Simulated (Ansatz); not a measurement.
# PbO: a single-point run

Wanted: a converged single-point run for PbO, and a check of what comes out. The structure is shown as the input types it. The cell is built on a prototype (CsCl type) and needn't be the phase found in nature.

Computed with Ansatz 0.2.0 (density functional or hybrid calculation with the settings of its input, plane waves (as first typed), unless a step's input says otherwise).

4 further runs of the same task are left out: 4 that didn't finish.

## 1. The structure to begin with

The structure is cubic, space group Pm-3m (No. 221). The conventional cell has a = 3.179 Å, b = 3.179 Å, c = 3.179 Å, α = 90.00°, β = 90.00°, γ = 90.00°. Around Pb (site symmetry m-3m) lie 8 O at 2.75 Å. O (site symmetry m-3m) has 8 Pb at 2.75 Å as nearest neighbours.

Structure file:

```cif
data_structure
_symmetry_space_group_name_H-M 'Pm-3m'
_symmetry_Int_Tables_number 221
_cell_length_a 3.1794
_cell_length_b 3.1794
_cell_length_c 3.1794
_cell_angle_alpha 90.000
_cell_angle_beta 90.000
_cell_angle_gamma 90.000
_cell_volume 32.14
loop_
_atom_site_label
_atom_site_type_symbol
_atom_site_symmetry_multiplicity
_atom_site_Wyckoff_symbol
_atom_site_fract_x
_atom_site_fract_y
_atom_site_fract_z
_atom_site_occupancy
Pb1 Pb 1 a 0.00000 0.00000 0.00000 1
O1 O 1 b 0.50000 0.50000 0.50000 1
```

## 2. Input and run

File input.yaml:

```yaml
crystal:
  lattice:
    - [3.1793716484, 0.0, 0.0]
    - [0.0, 3.1793716484, 0.0]
    - [0.0, 0.0, 3.1793716484]
  atoms:
    - { symbol: Pb, position: [0.0, 0.0, 0.0] }
    - { symbol: O, position: [0.5, 0.5, 0.5] }
kpoints:
  mp_grid: { grid: [1, 1, 1] }
hamiltonian:
  xc: pbe
scf:
  occupations: { method: fixed }
  n_extra_bands: 4
output:
  forces: true
  stress: true
  eigenvalues: true
```

Run with:

```bash
$ ansatz run input.yaml --threads 4 --pin off --max-ram 3686MiB --backend cpu --events-out ev --progress --plain --runs-dir out
```

Q: Will this input give a usable result? If not, why, and what should change?

The program finished normally. It gives a pressure of -26 GPa, which is large.

Look at the input: kpoints.mp_grid.grid is [1, 1, 1]. Band dispersion is ignored when only one k-point is used.

The test: set kpoints.mp_grid.grid to [6, 6, 6].
